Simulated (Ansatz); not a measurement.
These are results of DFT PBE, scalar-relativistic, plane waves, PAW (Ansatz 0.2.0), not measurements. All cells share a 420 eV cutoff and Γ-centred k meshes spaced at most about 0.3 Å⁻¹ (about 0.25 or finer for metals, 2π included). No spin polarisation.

These are static total energies at zero pressure.

Problem. Order these relaxed structures of Mo₆H by energy, lowest first, with the energy over the lowest of them.
1.

```cif
data_structure
_symmetry_space_group_name_H-M 'P4/mmm'
_symmetry_Int_Tables_number 123
_cell_length_a 3.1365
_cell_length_b 3.1365
_cell_length_c 9.9111
_cell_angle_alpha 90.000
_cell_angle_beta 90.000
_cell_angle_gamma 90.000
_cell_volume 97.50
loop_
_atom_site_label
_atom_site_type_symbol
_atom_site_symmetry_multiplicity
_atom_site_Wyckoff_symbol
_atom_site_fract_x
_atom_site_fract_y
_atom_site_fract_z
_atom_site_occupancy
H1 H 1 c 0.50000 0.50000 0.00000 1
Mo1 Mo 2 h 0.50000 0.50000 0.18652 1
Mo2 Mo 1 a 0.00000 0.00000 0.00000 1
Mo3 Mo 2 g 0.00000 0.00000 0.66088 1
Mo4 Mo 1 d 0.50000 0.50000 0.50000 1
```

2.

```cif
data_structure
_symmetry_space_group_name_H-M 'P-4m2'
_symmetry_Int_Tables_number 115
_cell_length_a 3.1808
_cell_length_b 3.1808
_cell_length_c 9.6811
_cell_angle_alpha 90.000
_cell_angle_beta 90.000
_cell_angle_gamma 90.000
_cell_volume 97.95
loop_
_atom_site_label
_atom_site_type_symbol
_atom_site_symmetry_multiplicity
_atom_site_Wyckoff_symbol
_atom_site_fract_x
_atom_site_fract_y
_atom_site_fract_z
_atom_site_occupancy
H1 H 1 a 0.00000 0.00000 0.00000 1
Mo1 Mo 2 g 0.50000 0.00000 0.57887 1
Mo2 Mo 2 g 0.00000 0.50000 0.09934 1
Mo3 Mo 2 g 0.00000 0.50000 0.74465 1
```

3.

```cif
data_structure
_symmetry_space_group_name_H-M 'P-3m1'
_symmetry_Int_Tables_number 164
_cell_length_a 2.9930
_cell_length_b 2.9930
_cell_length_c 12.7527
_cell_angle_alpha 90.000
_cell_angle_beta 90.000
_cell_angle_gamma 120.000
_cell_volume 98.94
loop_
_atom_site_label
_atom_site_type_symbol
_atom_site_symmetry_multiplicity
_atom_site_Wyckoff_symbol
_atom_site_fract_x
_atom_site_fract_y
_atom_site_fract_z
_atom_site_occupancy
H1 H 1 a 0.00000 0.00000 0.00000 1
Mo1 Mo 2 d 0.66667 0.33333 0.41880 1
Mo2 Mo 2 d 0.33333 0.66667 0.09030 1
Mo3 Mo 2 c 0.00000 0.00000 0.74291 1
```

Solution. 2 (0 meV/atom), 1 (18 meV/atom), 3 (219 meV/atom). Forms: cell 2 P-4m2; cell 1 P4/mmm; cell 3 P-3m1. Counting Mo atoms around H (those within 1.25 times the shortest such distance or 1.15 times the sum of covalent radii; a plus sign parts nearer from farther groups): cell 2 has H 4; cell 1 has H 2+4; cell 3 has H 6. All come from invented guesses. Even the lowest of the cells shown lies +0.08 eV/atom against the elements.

The k mesh leaves some 4 meV/atom of noise in the energy of each metallic cell. With hydrogen, zero-point motion can shift such differences by 10 meV/atom or more. Cells relaxed within their symmetry can be saddle points. Some candidate types were left out of the draw beforehand, so a known form may be missing.
